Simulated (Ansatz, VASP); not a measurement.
## One calculation of Ga, two programs

Contents of INCAR:

```
PREC = Accurate
ENCUT = 520
EDIFF = 1E-6
ISMEAR = -1
SIGMA = 0.05
LREAL = F
LASPH = T
NELM = 80
ALGO = Normal
ISIF = 2
LWAVE = F
LCHARG = F
GGA = PE
NBANDS = 12
```

File KPOINTS:

```
regular mesh
0
Gamma
  13 13 13
```

File POSCAR:

```
Ga
1.0
   -1.4115506858      1.4115506858      2.3565534592
    1.4115506858     -1.4115506858      2.3565534592
    1.4115506858      1.4115506858     -2.3565534592
Ga
1
Direct
    0.0000000000      0.0000000000      0.0000000000
```

File input.yaml:

```yaml
crystal:
  lattice:
    - [-1.4115506858, 1.4115506858, 2.3565534592]
    - [1.4115506858, -1.4115506858, 2.3565534592]
    - [1.4115506858, 1.4115506858, -2.3565534592]
  atoms:
    - { symbol: Ga, position: [0.0, 0.0, 0.0] }
kpoints:
  mp_grid: { grid: [13, 13, 13] }
scf:
  occupations: { method: fermi_dirac, width: 0.05 }
hamiltonian:
  xc: pbe
  pseudopotentials: { kind: all_electron, lapw: { basis_error: 0.0005 } }
output:
  forces: true
  stress: true
  eigenvalues: true
```

Change from the starting cell: volume scaled by 1.06.

Alike in both runs: task single point; functional PBE; k mesh 13 × 13 × 13; occupations fermi-dirac, width 0.05 eV; no spin polarisation.

|  | VASP | Ansatz |
| --- | --- | --- |
| version | VASP 6.6.1 | Ansatz 0.2.0 |
| potentials or method | VASP PAW PBE potentials, release 64 (Ga_d) | all-electron LAPW, scalar-relativistic |
| plane-wave cutoff (eV) | 520 | see its input |

Ansatz gave:

| Quantity | Value |
| --- | --- |
| gap on the k mesh at the Fermi level (eV) | none |
| pressure (GPa) | 0.2 |
| largest component of the traceless stress (GPa) | 0.13 |

Q: Which values does VASP return?

A: gap on the k mesh at the Fermi level (eV): none; pressure (GPa): 0.2; largest component of the traceless stress (GPa): 0.16.

A gap of «none» marks a metal or a gap that the smearing closes. Ansatz ran all-electron here, so the differences hold the error of VASP's frozen core and of both bases.
